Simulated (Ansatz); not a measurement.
# Cr (Im-3m) in Ansatz: notebook

Runs on Cr. Level: PBE. Tasks: band structure.

All numbers are computed with Ansatz 0.2.0; they aren't measurements. Logs are shortened: lines on timing, memory, paths and dates and some standing lists are left out, and cuts for length are marked.

### Step 1. The structure

Symmetry: Im-3m, No. 229, cubic system. Conventional cell: a = 2.969 Å, b = 2.969 Å, c = 2.969 Å, α = 90.00°, β = 90.00°, γ = 90.00°. Cr (site symmetry m-3m) has 8 Cr at 2.57 Å as nearest neighbours.

### Step 2. Band structure, PBE, collinear spin, ferromagnetic start

input.yaml reads:

```yaml
crystal:
  lattice:
    - [-1.4844496776, 1.4844496776, 1.4844496776]
    - [1.4844496776, -1.4844496776, 1.4844496776]
    - [1.4844496776, 1.4844496776, -1.4844496776]
  atoms:
    - { symbol: Cr, position: [0.0, 0.0, 0.0], spin: 3.0 }
hamiltonian:
  xc: pbe
  pseudopotentials: { kind: paw, partial_waves: polarizable }
magnetization:
  spin_polarized: true
kpoints:
  mp_grid: { grid: [12, 12, 12] }
  band_path:
    path:
      - [[0.0, 0.0, 0.0], [0.5, -0.5, 0.5], [0.0, 0.0, 0.5], [0.0, 0.0, 0.0], [0.25, 0.25, 0.25], [0.5, -0.5, 0.5]]
      - [[0.25, 0.25, 0.25], [0.0, 0.0, 0.5]]
    npoints: 14
scf:
  occupations: { method: fermi_dirac, width: 0.05 }
  n_extra_bands: 6
output:
  forces: true
  stress: true
  eigenvalues: true
  fatbands: false
```

Potentials or basis: Ansatz PAW polarizable.

Started as:

```
$ ansatz run input.yaml --threads 2 --pin off --max-ram 5120MiB --backend cpu --events-out ev --progress --plain --runs-dir out
```

Log:

```text
Warning: RAYON_NUM_THREADS=2 ignored (pool sized by the plan → 2); use --threads N
scf.n_extra_bands = 6 over 7 filled bands (N_el = 14.0): the run solves 13 bands
Engine: ansatz 0.2.0, aarch64-unknown-linux-gnu
Pseudopotentials: kind: paw
Pseudopotential: Cr, paw, valence charge 14, recommended cutoff 420 eV (normal), Cr.paw.azcp
Functional definition: PBE
  parameter kappa = 0.804
  parameter beta = 0.06672455060314922
  exchange = pbe_x(kappa = kappa, mu = beta*pi^2/3)
  correlation = pbe_c(beta = beta)
Crystal: 1 atoms, lattice volume = 13.084 Å³
Basis set: ecut = 420 eV, 249 PW (Γ), exchange–correlation on 36×36×36 points (8 copies of the dense FFT grid, shifted against one another)
Bands: 13, of which v1, the nominal top of the filled ones, is band 7 counted from 1 (6 counted from 0)
Symmetry: 48 space group operations
Space group: Im-3m (ITA 229), of the structure as read, at distance tolerance 2.4e-5 Å
Magnetic group: BNS 229.140 (UNI 1642), of the structure as read, at distance tolerance 2.4e-5 Å
k-points: 72 of 1728
Non-local potential: Cr, projectors of the file, l = 0: 3, l = 1: 2, l = 2: 3, l = 3: 1
PAW form: soft (Blöchl's): semilocal exchange-correlation on the pseudo side does not see the compensation charge
PAW one-centre angular grid: Cr, 590 points (default); XC on 64 Gauss nodes
Initial density: superposition of atomic densities (chi_scale 0.1, normalization cell)
Starting moments: Σ|m| = 3 μB on 1 of 1 site
Initial wavefunctions: pseudopotential atomic-orbital guess
Functional: x = pbe(κ = 0.804, μ = 0.2195149727645171), c = pbe(β = 0.06672455060314922)
Partial waves of Cr: polarizable
SCF iter   1: F=—  HF=-3380.549754 eV  |F-HF|=—  |Δ(HF+E_count)|=         —  Δρ=3.26e-1 (↑3.26e-1 ↓1.39e-1)  dr2=5.79e0  dr2_m=5.99e0  M=0.148 μB ∫|m|=0.152 μB  β_m=0.30  ethr=3.10e-3  ⟨swp⟩=3.8  Hψ=8381  notcnv=0
Mixer restart at iter 1: flushing history
preconditioner: auto → none  [metal: Δε(μ)=0.009 eV  Ē_g=11.022 eV  σ=0.050 eV  W_gap=0.04  n_scr=0 (ndim 8)  ℏωp=25.1 eV  f_vac=0.000  D(μ)=0.73/eV (n_scr^D=12)]
SCF iter   2: F=—  HF=-3378.099334 eV  |F-HF|=—  |Δ(HF+E_count)|=    2.45e0  Δρ=1.67e-1 (↑1.67e-1 ↓1.44e-1)  dr2=2.37e-1  dr2_m=2.85e0  M=0.167 μB ∫|m|=0.167 μB  β_m=0.44  ethr=3.10e-3  ⟨swp⟩=2.0  Hψ=4776  notcnv=0  defer=127
SCF iter   3: F=—  HF=-3377.715395 eV  |F-HF|=—  |Δ(HF+E_count)|=   3.84e-1  Δρ=8.11e-2 (↑8.11e-2 ↓5.24e-2)  dr2=1.49e-1  dr2_m=5.19e-1  M=0.082 μB ∫|m|=0.083 μB  β_m=0.51  ethr=1.69e-3  ⟨swp⟩=2.2  Hψ=3243  notcnv=0  defer=100
SCF iter   4: F=—  HF=-3377.607261 eV  |F-HF|=—  |Δ(HF+E_count)|=   1.08e-1  Δρ=3.69e-3 (↑2.96e-3 ↓3.69e-3)  dr2=3.58e-3  dr2_m=4.73e-4  M=0.013 μB ∫|m|=0.016 μB  β_m=0.76  ethr=1.07e-3  ⟨swp⟩=2.3  Hψ=3012  notcnv=0  defer=99
SCF iter   5: F=—  HF=-3377.607668 eV  |F-HF|=—  |Δ(HF+E_count)|=   4.06e-4  Δρ=7.00e-4 (↑5.49e-4 ↓7.00e-4)  dr2=7.09e-6  dr2_m=4.30e-5  M=0.003 μB ∫|m|=0.005 μB  β_m=0.84  ethr=2.56e-5  ⟨swp⟩=2.0  Hψ=2830  notcnv=0  defer=85
SCF iter   6: F=—  HF=-3377.607698 eV  |F-HF|=—  |Δ(HF+E_count)|=   3.00e-5  Δρ=1.68e-4 (↑1.44e-4 ↓1.68e-4)  dr2=1.76e-7  dr2_m=2.89e-6  M=0.001 μB ∫|m|=0.002 μB  β_m=0.92  ethr=5.06e-8  ⟨swp⟩=2.0  Hψ=2896  notcnv=0  defer=85
SCF iter   7: F=—  HF=-3377.607705 eV  |F-HF|=—  |Δ(HF+E_count)|=   7.27e-6  Δρ=2.86e-5 (↑6.92e-6 ↓2.86e-5)  dr2=7.26e-8  dr2_m=3.02e-8  M=0.000 μB ∫|m|=0.000 μB  β_m=0.96  ethr=1.26e-9  ⟨swp⟩=2.0  Hψ=2921  notcnv=0  defer=85
SCF iter   8: F=—  HF=-3377.607705 eV  |F-HF|=—  |Δ(HF+E_count)|=   8.80e-9  Δρ=1.86e-6 (↑1.21e-6 ↓1.86e-6)  dr2=5.05e-10  dr2_m=1.12e-10  M=0.000 μB ∫|m|=0.000 μB  β_m=0.98  ethr=5.18e-10  ⟨swp⟩=2.7  Hψ=2800  notcnv=0  defer=85
SCF iter   9: F=-3377.607705 eV  HF=-3377.607705 eV  |F-HF|=1.32e-11  |Δ(HF+E_count)|=  9.82e-11  Δρ=2.34e-7 (↑1.74e-7 ↓2.34e-7)  dr2=1.83e-11  dr2_m=3.78e-13  M=0.000 μB ∫|m|=0.000 μB  ethr=3.61e-12  ⟨swp⟩=3.2  Hψ=6464  notcnv=0
SCF 1 converged in 9 iterations: F = -3377.607705 eV  dr2 = 1.83e-11
WARN: the starting moments were not kept: the SCF closed with an absolute magnetisation of 4.3e-7 μB, where they sum to 3 μB in size (1 site). That is at most 0.1 of that sum. Measured as dr2_m measures the in/out step, that magnetisation stands 6.5e-14 eV from none, at or under the dr2_threshold of 1.0e-7 eV: it is no larger than a step whose dr2_m would equal this threshold. The system may hold no moment; this SCF shows only that its start led to no more than that. To try another start: raise the starting moments (crystal.atoms[].spin, magnetization.per_species, magnetization.initial_magnetization, or on a non-collinear deck that types none of these the spinor_matrix: blocks that start its atoms; where the total moment is fixed, keep their sum and leave initial_magnetization as it is; typed ones take the place of any that the run laid by itself, positive ones on a crystal's lanthanoids without a Hubbard term where scf.initial_density.shell_occupations: [] is typed) or, if the notice of its spin-set hold's release reads "site moments contracting" or "site moments show no strong build", lengthen the hold (scf.mixing.spin_hold: { on: { confirm: 4 } }; for m-r²SCAN on two components see the key's manual first). Each may lead to a state that holds a moment. A second SCF, from the converged charge density, with the starting moments and any scf.initial_density.shell_occupations laid on it anew, would have followed, and was not run: the deck does not ask for one (magnetization.retry_lost_moments is false, the default). To let it run, set magnetization.retry_lost_moments: true and run the deck again, where that key's refused combinations let it; where memory then withholds it, that run's warning says so.
NSCF: frozen V_eff on 86 k-points
SCF converged after 9 iterations
Magnetization: 0.0000 μB (7.0000 up, 7.0000 down)
Absolute magnetization: 0.0000 μB (∫|ρ↑−ρ↓|, with the PAW one-centre terms)
Spin contamination: 0.0000 ħ² per cell (⟨S²⟩ above its minimum at these occupations)
Per-site moments (μB) at R_I (Å): [(-5.827344300219378e-8, 1.0605961834390063)]
Free energy (F): -3377.607705 eV
Harris-Foulkes:  -3377.607705 eV  (|F-HF|=1.32e-11)
Internal energy: -3377.601715 eV  (E = F + TS)
E sigma→0 (E₀):  -3377.604710 eV
Entropy (-TS):   -0.005990 eV (-5.990 meV/atom)
Fermi energy:    16.740719 eV
--- Per-component energies (eV) ---
  E_band       = -180.014200
  E_kinetic    = 340.133744
  E_local      = -1282.529079  (includes V_loc(G=0)·N_el)
  E_nonlocal   = 77.703252
  E_hartree    = 549.915608
  E_xc         = -139.016871
  E_vxc        = -177.266701  (∫ρ·V_xc dr)
  E_paw        = -1194.022923  (= ΣΔE_a)
  E_vpaw       = -237.887136  (= ΣTr[D̂ρ^β])
  E_aug_tail   = 0.000306  (compensation charges beyond the density's cutoff)
  E_ewald      = -1729.785753
  E_smearing   = -0.005990  (= −TS)
  E_closure    = -0.000000  (closes the sum)
  Σ components = -3377.607705   (vs F -3377.607705, Δ=0.00e0)
--- Forces (eV/Å), atoms counted from 1 ---
  atom   1  Cr    -0.00000000     0.00000000    -0.00000000
  max |Σ_I F_I| component: 5.34e-32 eV/Å
--- Stress (GPa, compression-positive) ---
      -24.757416       0.000000       0.000000
        0.000000     -24.757416       0.000000
       -0.000000      -0.000000     -24.757416
  P = ⅓ Tr σ = -24.7574 GPa (-247.574 kbar)
--- Band table (eV; the first three rows and the last of 144) ---
  k-point 0 ↑: bands = ["-55.0707", "-26.0260", "-26.0260", "-26.0260", "9.3503", "16.0246", "16.0246", "16.0246", "17.7856", "17.7856", "38.0744", "38.0744", "38.0744"]
  k-point 1 ↑: bands = ["-55.0623", "-26.0687", "-26.0396", "-26.0261", "9.6224", "15.9277", "16.0064", "16.1989", "17.6840", "17.7931", "37.1746", "37.8992", "38.1728"]
  k-point 2 ↑: bands = ["-55.0394", "-26.1843", "-26.0765", "-26.0265", "10.3937", "15.6711", "15.9015", "16.6953", "17.5170", "17.8208", "34.9467", "37.0365", "38.4098"]
  k-point 71 ↓: bands = ["-54.8550", "-26.4588", "-26.4588", "-26.4588", "13.1691", "13.1691", "18.8601", "18.8601", "18.8601", "26.2938", "26.2938", "26.2938", "32.4212"]
```

Run time: 2.2 s. Hardware: 2 threads of Arm Neoverse V1, shared host; peak memory 0.3 GiB.

What came out:

```
Free energy            : -3377.6077 eV
Pressure               : -24.8 GPa
Band gap on the k mesh : none (metal or under the smearing width)
Net moment             : 0.00 μB per cell
Absolute moment        : 0.00 μB per cell
```

Levels at the corners of the path, in eV from the Fermi level:
Spin up:
```csv
point,band 3,band 4,band 5,band 6,band 7,band 8,band 9,band 10,band 11,band 12
Γ,-42.77,-42.77,-7.39,-0.72,-0.72,-0.72,1.04,1.04,21.33,21.33
H,-43.20,-43.20,-3.57,-3.57,2.12,2.12,2.12,9.55,9.55,9.55
N,-42.97,-42.77,-3.82,-2.02,0.87,1.02,1.32,2.45,8.55,16.19
Γ,-42.77,-42.77,-7.39,-0.72,-0.72,-0.72,1.04,1.04,21.33,21.33
P,-43.07,-43.07,-2.00,-2.00,-2.00,1.37,1.37,9.17,9.17,9.17
H,-43.20,-43.20,-3.57,-3.57,2.12,2.12,2.12,9.55,9.55,9.55
P,-43.07,-43.07,-2.00,-2.00,-2.00,1.37,1.37,9.17,9.17,9.17
N,-42.97,-42.77,-3.82,-2.02,0.87,1.02,1.32,2.45,8.55,16.19
```
Spin down:
```csv
point,band 4,band 5,band 6,band 7,band 8,band 9,band 10,band 11
Γ,-42.77,-7.39,-0.72,-0.72,-0.72,1.04,1.04,21.33
H,-43.20,-3.57,-3.57,2.12,2.12,2.12,9.55,9.55
N,-42.77,-3.82,-2.02,0.87,1.02,1.32,2.45,8.55
Γ,-42.77,-7.39,-0.72,-0.72,-0.72,1.04,1.04,21.33
P,-43.07,-2.00,-2.00,-2.00,1.37,1.37,9.17,9.17
H,-43.20,-3.57,-3.57,2.12,2.12,2.12,9.55,9.55
P,-43.07,-2.00,-2.00,-2.00,1.37,1.37,9.17,9.17
N,-42.77,-3.82,-2.02,0.87,1.02,1.32,2.45,8.55
```

Caveat: the starting moments collapsed, and a magnetic state may lie lower; so large a pressure means that the cell lies far from this level's equilibrium, or that cutoff or potentials fall short; the starting moments weren't kept.

### Step 3. Band structure, PBE, collinear spin, ferromagnetic start

input.yaml: that of step 2 with these lines changed.

```diff
@@ -9,3 +9,3 @@
   xc: pbe
-  pseudopotentials: { kind: paw, partial_waves: polarizable }
+  pseudopotentials: { kind: nc, source: spms }
 magnetization:
```

Potentials or basis: SPMS NC.

Started as:

```
$ ansatz run input.yaml --threads 2 --pin off --max-ram 5120MiB --backend cpu --events-out ev --progress --plain --runs-dir out
```

Log:

```text
Warning: RAYON_NUM_THREADS=2 ignored (pool sized by the plan → 2); use --threads N
scf.n_extra_bands = 6 over 7 filled bands (N_el = 14.0): the run solves 13 bands
[... 1 set-up line as earlier in the session ...]
Pseudopotentials: kind: nc
Pseudopotential: Cr, nc, valence charge 14, recommended cutoff 870.764359871616 eV (normal), Cr.nc.azcp
[... 5 set-up lines as earlier in the session ...]
Crystal: 1 atoms, lattice volume = 13.084 Å³
Basis set: ecut = 870.764359871616 eV, 767 PW (Γ), exchange–correlation on 50×50×50 points (8 copies of the dense FFT grid, shifted against one another)
Bands: 13, of which v1, the nominal top of the filled ones, is band 7 counted from 1 (6 counted from 0)
[... 2 set-up lines as earlier in the session ...]
Magnetic group: BNS 229.140 (UNI 1642), of the structure as read, at distance tolerance 2.4e-5 Å
k-points: 72 of 1728
Non-local potential: Cr, projectors of the file, l = 0: 2, l = 1: 2, l = 2: 2
[... 1 set-up line as earlier in the session ...]
Starting moments: Σ|m| = 3 μB on 1 of 1 site
[... 2 set-up lines as earlier in the session ...]
SCF iter   1: F=—  HF=-2355.784247 eV  |F-HF|=—  |Δ(HF+E_count)|=         —  Δρ=2.74e-1 (↑2.74e-1 ↓1.21e-1)  dr2=4.92e0  dr2_m=3.98e0  M=1.022 μB ∫|m|=1.036 μB  β_m=0.30  ethr=3.10e-3  ⟨swp⟩=5.9  Hψ=10613  notcnv=0
preconditioner: auto → none  [metal: Δε(μ)=0.011 eV  Ē_g=10.940 eV  σ=0.050 eV  W_gap=0.06  n_scr=0 (ndim 8)  ℏωp=25.1 eV  f_vac=0.000  D(μ)=1.73/eV (n_scr^D=18)]
[... 17 lines left out ...]
SCF iter  17: F=-2355.524640 eV  HF=-2355.524640 eV  |F-HF|=3.64e-12  |Δ(HF+E_count)|=  3.67e-10  Δρ=2.03e-7 (↑2.03e-7 ↓1.36e-7)  dr2=3.40e-13  dr2_m=3.36e-12  M=0.000 μB ∫|m|=0.000 μB  ethr=1.86e-12  ⟨swp⟩=2.6  Hψ=3761  notcnv=0
WARN: the starting moments were not kept: the SCF closed with an absolute magnetisation of 1.9e-6 μB, where they sum to 3 μB in size (1 site). That is at most 0.1 of that sum. Measured as dr2_m measures the in/out step, that magnetisation stands 1.5e-12 eV from none, at or under the dr2_threshold of 1.0e-7 eV: it is no larger than a step whose dr2_m would equal this threshold. The system may hold no moment; this SCF shows only that its start led to no more than that. To try another start: raise the starting moments (crystal.atoms[].spin, magnetization.per_species, magnetization.initial_magnetization, or on a non-collinear deck that types none of these the spinor_matrix: blocks that start its atoms; where the total moment is fixed, keep their sum and leave initial_magnetization as it is; typed ones take the place of any that the run laid by itself, positive ones on a crystal's lanthanoids without a Hubbard term where scf.initial_density.shell_occupations: [] is typed) or, if the notice of its spin-set hold's release reads "site moments contracting" or "site moments show no strong build", lengthen the hold (scf.mixing.spin_hold: { on: { confirm: 4 } }; for m-r²SCAN on two components see the key's manual first). Each may lead to a state that holds a moment. A second SCF, from the converged charge density, with the starting moments and any scf.initial_density.shell_occupations laid on it anew, would have followed, and was not run: the deck does not ask for one (magnetization.retry_lost_moments is false, the default). To let it run, set magnetization.retry_lost_moments: true and run the deck again, where that key's refused combinations let it; where memory then withholds it, that run's warning says so.
SCF 1 converged in 17 iterations: F = -2355.524640 eV  dr2 = 3.40e-13
NSCF: frozen V_eff on 86 k-points
SCF converged after 17 iterations
Magnetization: 0.0000 μB (7.0000 up, 7.0000 down)
Absolute magnetization: 0.0000 μB (∫|ρ↑−ρ↓|)
Spin contamination: 0.0000 ħ² per cell (⟨S²⟩ above its minimum at these occupations)
Per-site moments (μB) at R_I (Å): [(-7.147087778874061e-7, 1.0605961834390063)]
Free energy (F): -2355.524640 eV
Harris-Foulkes:  -2355.524640 eV  (|F-HF|=3.64e-12)
Internal energy: -2355.518041 eV  (E = F + TS)
E sigma→0 (E₀):  -2355.521341 eV
Entropy (-TS):   -0.006599 eV (-6.599 meV/atom)
Fermi energy:    17.425719 eV
--- Per-component energies (eV) ---
  E_band       = -170.888751
  E_kinetic    = 937.057634
  E_local      = -1440.093224  (includes V_loc(G=0)·N_el)
  E_nonlocal   = -256.097608
  E_hartree    = 469.908173
  E_xc         = -336.507264
  E_vxc        = -351.571880  (∫ρ·V_xc dr)
  E_ewald      = -1729.785753
  E_smearing   = -0.006599  (= −TS)
  E_closure    = -0.000000  (closes the sum)
  Σ components = -2355.524640   (vs F -2355.524640, Δ=0.00e0)
--- Forces (eV/Å), atoms counted from 1 ---
  atom   1  Cr     0.00000000    -0.00000000    -0.00000000
  max |Σ_I F_I| component: 5.09e-31 eV/Å
--- Stress (GPa, compression-positive) ---
      -24.241080      -0.000000      -0.000000
        0.000000     -24.241080      -0.000000
       -0.000000       0.000000     -24.241080
  P = ⅓ Tr σ = -24.2411 GPa (-242.411 kbar)
--- Band table (eV; the first three rows and the last of 144) ---
  k-point 0 ↑: bands = ["-54.4791", "-25.3678", "-25.3678", "-25.3678", "9.9561", "16.7368", "16.7368", "16.7368", "18.4897", "18.4897", "38.7795", "38.7795", "38.7795"]
  k-point 1 ↑: bands = ["-54.4706", "-25.4108", "-25.3814", "-25.3679", "10.2284", "16.6382", "16.7173", "16.9128", "18.3865", "18.4972", "37.8707", "38.6011", "38.8789"]
  k-point 2 ↑: bands = ["-54.4475", "-25.5272", "-25.4186", "-25.3683", "11.0004", "16.3772", "16.6052", "17.4144", "18.2192", "18.5251", "35.6323", "37.7261", "39.1178"]
  k-point 71 ↓: bands = ["-54.2620", "-25.8036", "-25.8036", "-25.8036", "13.8189", "13.8189", "19.6105", "19.6105", "19.6105", "26.9031", "26.9031", "26.9031", "33.1262"]
```

It took 4.6 s on 2 threads of Arm Neoverse V1, shared host; peak memory 0.28 GiB.

What came out:

* Free energy: -2355.5246 eV
* Pressure: -24.2 GPa
* Band gap on the k mesh: none (metal or under the smearing width)
* Net moment: 0.00 μB per cell
* Absolute moment: 0.00 μB per cell

Levels at the corners of the path, in eV from the Fermi level:
Spin up:
```csv
point,band 5,band 6,band 7,band 8,band 9,band 10
Γ,-7.47,-0.69,-0.69,-0.69,1.06,1.06
H,-3.61,-3.61,2.18,2.18,2.18,9.48
N,-3.86,-2.01,0.79,1.05,1.34,2.52
Γ,-7.47,-0.69,-0.69,-0.69,1.06,1.06
P,-2.01,-2.01,-2.01,1.39,1.39,9.17
H,-3.61,-3.61,2.18,2.18,2.18,9.48
P,-2.01,-2.01,-2.01,1.39,1.39,9.17
N,-3.86,-2.01,0.79,1.05,1.34,2.52
```
Spin down:
```tsv
point	band 4	band 5	band 6	band 7	band 8	band 9	band 10	band 11
Γ	-42.79	-7.47	-0.69	-0.69	-0.69	1.06	1.06	21.35
H	-43.23	-3.61	-3.61	2.18	2.18	2.18	9.48	9.48
N	-42.80	-3.86	-2.01	0.79	1.05	1.34	2.52	8.57
Γ	-42.79	-7.47	-0.69	-0.69	-0.69	1.06	1.06	21.35
P	-43.10	-2.01	-2.01	-2.01	1.39	1.39	9.17	9.17
H	-43.23	-3.61	-3.61	2.18	2.18	2.18	9.48	9.48
P	-43.10	-2.01	-2.01	-2.01	1.39	1.39	9.17	9.17
N	-42.80	-3.86	-2.01	0.79	1.05	1.34	2.52	8.57
```

Caveat: the starting moments collapsed, and a magnetic state may lie lower; so large a pressure means that the cell lies far from this level's equilibrium, or that cutoff or potentials fall short; the starting moments weren't kept.
